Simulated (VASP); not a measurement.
# Te2Mo in VASP: relaxation of cell and atoms with PBEsol+D3(BJ)

Aim: the relaxation of cell and atoms of Te2Mo with PBEsol+D3(BJ).

Everything below comes from runs of VASP 6.6.1. Logs are shortened: lines on timing, memory, paths and dates and some standing lists are left out, and cuts for length are marked.

## Step 1: The structure

The cell holds a sheet with vacuum, 3 atoms: a = 3.520 Å, b = 3.520 Å, c = 19.620 Å, α = 90.00°, β = 90.00°, γ = 120.00°.

The cell was built by a generator and needn't be a form met in nature.

## Step 2: Relaxation of cell and atoms, PBEsol+D3(BJ)

INCAR reads:

```
PREC     = Accurate       # precision mode
ENCUT    = 600            # plane-wave cutoff, eV
EDIFF    = 1E-6           # SCF threshold, eV
ISMEAR   = 0              # smearing method
SIGMA    = 0.03           # smearing width, eV
LREAL    = F              # projectors in reciprocal space
LASPH    = T              # aspherical terms in the spheres
NELM     = 120            # most SCF steps
ALGO     = Normal         # electronic algorithm
ISIF     = 3              # what is computed and relaxed
LWAVE    = F              # write WAVECAR
LCHARG   = F              # write CHGCAR
GGA      = PS             # functional
IVDW     = 12             # dispersion correction
IBRION   = 2              # ionic algorithm
NSW      = 60             # ionic steps
EDIFFG   = -0.005         # ionic threshold
LATTICE_CONSTRAINTS= .TRUE. .TRUE. .FALSE.
KPAR     = 4
```

KPOINTS reads:

```
regular mesh
0
Gamma
  12 12 1
```

POSCAR reads:

```
Te2Mo
1.0
    3.5200000000      0.0000000000      0.0000000000
   -1.7600000000      3.0484094200      0.0000000000
    0.0000000000      0.0000000000     19.6200000000
Te Mo
2 1
Direct
    0.6666670000      0.3333330000      0.4077472000
    0.6666670000      0.3333330000      0.5922528000
    0.3333330000      0.6666670000      0.5000000000
```

Potentials or basis: VASP PAW PBE potentials, release 64 (Te, Mo_sv).

The run is started by

```
$ cat potpaw_PBE.64/Te/POTCAR potpaw_PBE.64/Mo_sv/POTCAR > POTCAR
$ mpirun -np 4 vasp_std > vasp.out
```

OUTCAR:

```text
PREC = Accurate
   ENCUT = 600
   EDIFF = 1E-6
   ISMEAR = 0
   LREAL = F
   LASPH = T
   NELM = 120
   ISIF = 3
   GGA = PS
   IVDW = 12
   IBRION = 2
   NSW = 60
   EDIFFG = -0.005
 IVDW          = 12

 ion  position               nearest neighbor table
   1  0.667  0.333  0.408-   3 2.72   3 2.72   3 2.72   2 3.62
   2  0.667  0.333  0.592-   3 2.72   3 2.72   3 2.72   1 3.62
   3  0.333  0.667  0.500-   1 2.72   2 2.72   1 2.72   2 2.72   1 2.72   2 2.72

  LATTYP: Found a hexagonal cell.
 ALAT       =     3.5200000000
 C/A-ratio  =     5.5738636364

  Lattice vectors:

 A1 = (   3.5200000000,   0.0000000000,   0.0000000000)
 A2 = (  -1.7600000000,   3.0484094200,   0.0000000000)
 A3 = (   0.0000000000,   0.0000000000,  19.6200000000)

Analysis of symmetry for initial positions (statically):
=====================================================================
 Subroutine PRICEL returns:
 Original cell was already a primitive cell.

 Routine SETGRP: Setting up the symmetry group for a
 hexagonal supercell.

 Subroutine GETGRP returns: Found 12 space group operations
 (whereof 12 operations were pure point group operations)
 out of a pool of 24 trial point group operations.

The static configuration has the point symmetry D_3h.

Analysis of symmetry for dynamics (positions and initial velocities):
=====================================================================
 Subroutine PRICEL returns:
 Original cell was already a primitive cell.

 Routine SETGRP: Setting up the symmetry group for a
 hexagonal supercell.

 Subroutine GETGRP returns: Found 12 space group operations
 (whereof 12 operations were pure point group operations)
 out of a pool of 24 trial point group operations.

The dynamic configuration has the point symmetry D_3h.

 Subroutine INISYM returns: Found 12 space group operations
 (whereof 12 operations are pure point group operations),
 and found     1 'primitive' translations

----------------------------------------------------------------------------------------

                                     Primitive cell

  volume of cell :     210.5305

  direct lattice vectors                    reciprocal lattice vectors
     3.520000000  0.000000000  0.000000000     0.284090909  0.164019963  0.000000000
    -1.760000000  3.048409420  0.000000000     0.000000000  0.328039926  0.000000000
     0.000000000  0.000000000 19.620000000     0.000000000  0.000000000  0.050968400

  length of vectors
     3.520000000  3.519999999 19.620000000     0.328039926  0.328039926  0.050968400

  position of ions in fractional coordinates (direct lattice)
     0.666667000  0.333333000  0.407747200
     0.666667000  0.333333000  0.592252800
     0.333333000  0.666667000  0.500000000

  ion indices of the primitive-cell ions
   primitive index   ion index
                 1           1
                 2           2
                 3           3

----------------------------------------------------------------------------------------

 KPOINTS: regular mesh

Automatic generation of k-mesh.
 Grid dimensions read from file:
 generate k-points for:   12   12    1

 Generating k-lattice:

  Cartesian coordinates                     Fractional coordinates (reciprocal lattice)
     0.023674242  0.013668330  0.000000000     0.083333333  0.000000000  0.000000000
     0.000000000  0.027336660  0.000000000     0.000000000  0.083333333  0.000000000
     0.000000000  0.000000000  0.050968400     0.000000000  0.000000000  1.000000000

  Length of vectors
     0.027336660  0.027336660  0.050968400

  Shift w.r.t. Gamma in fractional coordinates (k-lattice)
     0.000000000  0.000000000  0.000000000

 Subroutine IBZKPT returns following result:
 ===========================================

 Found     19 irreducible k-points:

 Following reciprocal coordinates:
            Coordinates               Weight
  0.000000  0.000000  0.000000      1.000000
  0.083333 -0.000000  0.000000      6.000000
  0.166667 -0.000000  0.000000      6.000000
  0.250000 -0.000000  0.000000      6.000000
  0.333333 -0.000000  0.000000      6.000000
  0.416667 -0.000000  0.000000      6.000000
[... 11 lines left out ...]
  0.333333  0.250000  0.000000     12.000000
  0.333333  0.333333  0.000000      2.000000
   k-points           NKPTS =     19   k-points in BZ     NKDIM =     19   number of bands    NBANDS=     17
   number of dos      NEDOS =    301   number of ions     NIONS =      3
   total plane-waves  NPLWV = 125440
   dimension x,y,z NGX =    28 NGY =   28 NGZ =  160
   dimension x,y,z NGXF=    56 NGYF=   56 NGZF=  320
   ions per type =               2   1
   NGX,Y,Z   is equivalent  to a cutoff of  13.22, 13.22, 13.56 a.u.
   NGXF,Y,Z  is equivalent  to a cutoff of  26.45, 26.45, 27.11 a.u.
 SYSTEM =  unknown system
   PREC   = accura    normal or accurate (medium, high low for compatibility)
   ISTART =      0    job   : 0-new  1-cont  2-samecut
   ICHARG =      2    charge: 1-file 2-atom 10-const
   ISPIN  =      1    spin polarized calculation?
   LNONCOLLINEAR =      F non collinear calculations
   LSORBIT =      F    spin-orbit coupling
   LASPH  =      T    aspherical Exc in radial PAW
   ENCUT  =  600.0 eV  44.10 Ry    6.64 a.u.   7.03  7.03 39.19*2*pi/ulx,y,z
   NELM   =    120;   NELMIN=  2; NELMDL= -5     # of ELM steps
   EDIFF  = 0.1E-05   stopping-criterion for ELM
   LREAL  =      F    real-space projection
   EDIFFG = -.5E-02   stopping-criterion for IOM
   NSW    =     60    number of steps for IOM
   IBRION =      2    ionic relax: 0-MD 1-quasi-New 2-CG
   NFREE  =      1    steps in history (QN), initial steepest desc. (CG)
   ISIF   =      3    stress and relaxation
   ISYM   =      2    0-nonsym 1-usesym 2-fastsym
   POTIM  = 0.5000    time-step for ionic-motion
   TEBEG  =    0.0;   TEEND  =   0.0 temperature during run
   PSTRESS=    0.0 pullay stress
   NELECT =      26.0000    total number of electrons
   NUPDOWN=      -1.0000    fix difference up-down
   EMIN   =  10.00;   EMAX   =-10.00  energy-range for DOS
   EFERMI =   0.00;   METHOD = LEGACY
   ISMEAR =     0;   SIGMA  =   0.03  broadening in eV -4-tet -1-fermi 0-gaus
   EFERMI_NEDOS =   21; number of points for ismear=-14 and -15
   IALGO  =     38    algorithm
   IMIX   =      4    mixing-type and parameters
     AMIX     =   0.40;   BMIX     =  1.00
     AMIX_MAG =   1.60;   BMIX_MAG =  1.00
  volume/ion in A,a.u.               =      70.18       473.58
  Fermi-wavevector in a.u.,A,eV,Ry     =   0.815257  1.540611  9.043020  0.664643
  Thomas-Fermi vector in A             =   1.925312
   LORBIT       =      0    0 simple, 1 ext, 2 COOP (PROOUT), +10 PAW based schemes
   GGA     = PS    functional components
   LHFCALC =     F    Hartree Fock is set to
   AEXX    =    0.0000 exact exchange contribution
   IVDW    =    12    specifies the selected vdW correction
   LEPSILON=     F    determine dielectric tensor
   LRPA    =     F    only Hartree local field effects (RPA)
 conjugate gradient relaxation of ions
 non-spin polarized calculation
 Gauss-broadening in eV      SIGMA  =   0.03
  energy-cutoff  :      600.00
  volume of cell :      210.53
 maximum number of plane-waves:      7051
   NGX = 15   NGY = 15   NGZ = 79

--------------------------------------- Ionic step        1  -------------------------------------------

 number of electron      26.0000000 magnetization

 Free energy of the ion-electron system (eV)
  ---------------------------------------------------
  ext. energy  EPLUGINS =         0.00000000
  ---------------------------------------------------
  free energy    TOTEN  =       -19.60638943 eV

  energy without entropy =      -19.60638943  energy(sigma->0) =      -19.60638943

 E-fermi :  -0.0924     XC(G=0):  -4.3006

 val. band max:       -0.3824203057   @ k =   0.3333   0.3333   0.0000
 cond. band min:       0.7658406344   @ k =   0.3333   0.3333   0.0000
 fundamental gap:      1.1482609401
 Fermi energy:        -0.0924219018

 k-point     1 :       0.0000    0.0000    0.0000
  band No.  band energies     occupation
      1     -60.9491      2.00000
      2     -35.1449      2.00000
      3     -35.0096      2.00000
      4     -35.0096      2.00000
      5     -13.0503      2.00000
      6     -12.1030      2.00000
[... 9 lines left out ...]
     16       3.0741      0.00000
     17       3.0741      0.00000

 k-point     2 :       0.0833   -0.0000    0.0000
  band No.  band energies     occupation
      1     -60.9484      2.00000
      2     -35.1429      2.00000
      3     -35.0184      2.00000
      4     -35.0117      2.00000
      5     -12.9526      2.00000
      6     -12.0349      2.00000
[... 9 lines left out ...]
     16       2.8599      0.00000
     17       2.8705      0.00000
[... 642 lines left out ...]
 VOLUME and BASIS-vectors are now :
 -----------------------------------------------------------------------------
  energy-cutoff  :      600.00
  volume of cell :      201.73
      direct lattice vectors                 reciprocal lattice vectors
     3.445646134  0.000000000  0.000000000     0.290221329  0.167559362  0.000000000
    -1.722823067  2.984017083  0.000000000     0.000000000  0.335118725  0.000000000
     0.000000000  0.000000000 19.620000000     0.000000000  0.000000000  0.050968400

 POSITION                                       TOTAL-FORCE (eV/Angst)
 -----------------------------------------------------------------------------------
      1.72282      0.99467      7.99203         0.000000     -0.000000      0.010880
      1.72282      0.99467     11.62797         0.000000     -0.000000     -0.010880
     -0.00000      1.98935      9.81000        -0.000000      0.000000      0.000000
 -----------------------------------------------------------------------------------
    total drift:                                0.002477     -0.001430      0.000000

  FREE ENERGIE OF THE ION-ELECTRON SYSTEM (eV)
  ---------------------------------------------------
  free  energy   TOTEN  =       -20.6824793652 eV

  energy  without entropy=      -20.6824793652  energy(sigma->0) =      -20.68247937

--------------------------------------- Ionic step        9  -------------------------------------------

 number of electron      26.0000000 magnetization

 Free energy of the ion-electron system (eV)
  ---------------------------------------------------
  ext. energy  EPLUGINS =         0.00000000
  ---------------------------------------------------
  free energy    TOTEN  =       -19.60092234 eV

  energy without entropy =      -19.60092234  energy(sigma->0) =      -19.60092234

 E-fermi :   0.1644     XC(G=0):  -4.3929

 val. band max:       -0.1509155851   @ k =   0.3333   0.3333   0.0000
 cond. band min:       1.1158203622   @ k =   0.2500   0.1667   0.0000
 fundamental gap:      1.2667359473
 Fermi energy:         0.1643762411

 k-point     1 :       0.0000    0.0000    0.0000
  band No.  band energies     occupation
      1     -60.6453      2.00000
      2     -34.8916      2.00000
      3     -34.6932      2.00000
      4     -34.6932      2.00000
      5     -13.0902      2.00000
      6     -12.1388      2.00000
[... 9 lines left out ...]
     16       3.5903      0.00000
     17       3.5903      0.00000

 k-point     2 :       0.0833   -0.0000    0.0000
  band No.  band energies     occupation
      1     -60.6445      2.00000
      2     -34.8891      2.00000
      3     -34.7045      2.00000
      4     -34.6958      2.00000
      5     -12.9837      2.00000
      6     -12.0635      2.00000
[... 9 lines left out ...]
     16       3.3510      0.00000
     17       3.3681      0.00000
[... 355 lines left out ...]
 VOLUME and BASIS-vectors are now :
 -----------------------------------------------------------------------------
  energy-cutoff  :      600.00
  volume of cell :      201.57
      direct lattice vectors                 reciprocal lattice vectors
     3.444258800  0.000000000  0.000000000     0.290338229  0.167626855  0.000000000
    -1.722129400  2.982815617  0.000000000     0.000000000  0.335253709  0.000000000
     0.000000000  0.000000000 19.620000000     0.000000000  0.000000000  0.050968400

 POSITION                                       TOTAL-FORCE (eV/Angst)
 -----------------------------------------------------------------------------------
      1.72213      0.99427      7.99225        -0.000000      0.000000     -0.000322
      1.72213      0.99427     11.62775        -0.000000     -0.000000      0.000322
     -0.00000      1.98854      9.81000         0.000000      0.000000      0.000000
 -----------------------------------------------------------------------------------
    total drift:                                0.002476     -0.001429      0.000000

  FREE ENERGIE OF THE ION-ELECTRON SYSTEM (eV)
  ---------------------------------------------------
  free  energy   TOTEN  =       -20.6825017213 eV

  energy  without entropy=      -20.6825017213  energy(sigma->0) =      -20.68250172

 reached required accuracy - stopping structural energy minimisation
```

Wall time 2.1 min (4 MPI ranks of Intel Xeon Platinum 8488C (Sapphire Rapids), shared host); peak memory 0.43 GiB.

Results:

- Free energy: -20.6825 eV
- Relaxed volume: 67.19 Å³/atom
- Relaxed cell: a = 3.444 Å, b = 3.444 Å, c = 19.620 Å, α = 90.00°, β = 90.00°, γ = 120.00°
- Space group after relaxing (to 0.05 Å): P-6m2 (No. 187)
- Energy gained by relaxing: 13.7 meV/atom
- Ionic steps: 9
- Band gap on the k mesh: 1.27 eV, indirect (least direct gap 1.32 eV)
- Dispersion energy per atom: -0.361 eV

The path:
```
step  energy change (eV)  largest force (eV/Å)  pressure (GPa)  volume (Å³)
   1              0.0000                0.2991           -1.28       210.53
   2             -0.0130                0.5576            1.37       197.42
   3             -0.0384                0.1545            0.10       203.14
   4             -0.0384                0.1642            0.12       202.99
   5             -0.0403                0.0971            0.08       202.32
   6             -0.0412                0.0063            0.02       201.27
   7             -0.0412                0.0094            0.02       201.44
   8             -0.0412                0.0109           -0.04       201.73
   9             -0.0412                0.0003           -0.01       201.57
```

Final structure:
```
CELL_PARAMETERS angstrom
3.44426 0.00000 0.00000
-1.72213 2.98282 0.00000
0.00000 0.00000 19.62000
ATOMIC_POSITIONS crystal
Te 0.66667 0.33333 0.40735
Te 0.66667 0.33333 0.59265
Mo 0.33333 0.66667 0.50000
```

Caveat: the PAW data sets were made with another functional, which shifts forces and pressure a little; spin-orbit coupling is left out, which moves the levels of the heavy elements.
